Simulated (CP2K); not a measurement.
# NbP under changes of volume

One of the cells (16.103 Å³/atom); the others are scaled copies at fixed shape and fractional positions:

```
Nb P
1.0
     6.20964    0.00000    0.00000
     4.40253    4.37919    0.00000
    -5.30608   -2.18960    2.36870
Nb P
2 2
Cartesian
  2.2000 2.1891 1.1843
  5.3048 2.1891 0.0000
  3.9830 0.3624 1.1843
  0.8781 0.3624 0.0000
```

The cell is a database's computed one.

```yaml
Program: CP2K 2026.2
Functional: PBEsol
Potentials_or_basis: POTENTIAL_UZH Nb GTH-PBE-q13, P GTH-PBE-q5; TZVP-MOLOPT-PBE-GTH basis
Density_cutoff: 6123 eV
k_mesh: 11 × 11 × 11
Occupations: fermi-dirac, width 0.05 eV
Spin: no spin polarisation
```

```tsv
volume (Å³/atom)	energy over the lowest point (meV/atom)	pressure (GPa)	largest force (eV/Å)
15.137	16.88	8.9	0.049
15.459	3.85	4.1	0.040
15.781	0.00	-0.2	0.032
16.103	4.41	-4.1	0.025
16.425	?	?	?
16.747	34.70	-10.7	0.012
17.069	59.14	-13.5	0.006
```

What does the run at 16.425 Å³/atom give?

Energy over the lowest point 16.23 meV/atom; pressure -7.6 GPa; largest force 0.018 eV/Å.

Worked out: A Birch-Murnaghan fit of order 3 (a polynomial in V^(-2/3)) to the other rows has its minimum at 15.76 Å³/atom with B0 = V·E''(V) = 202 GPa and B' = 4.3 at fixed shape and positions, which overstates the stiffness. It gives 16.23 meV/atom at 16.425 Å³/atom, against the run's 16.23, and -dE/dV = -7.6 GPa, against -7.6.

Energies are extrapolated to zero smearing.

Caveats: the potentials were made for another functional, which shifts forces and pressure; the basis of atomic orbitals isn't converged, which shifts pressures, moduli and gaps.
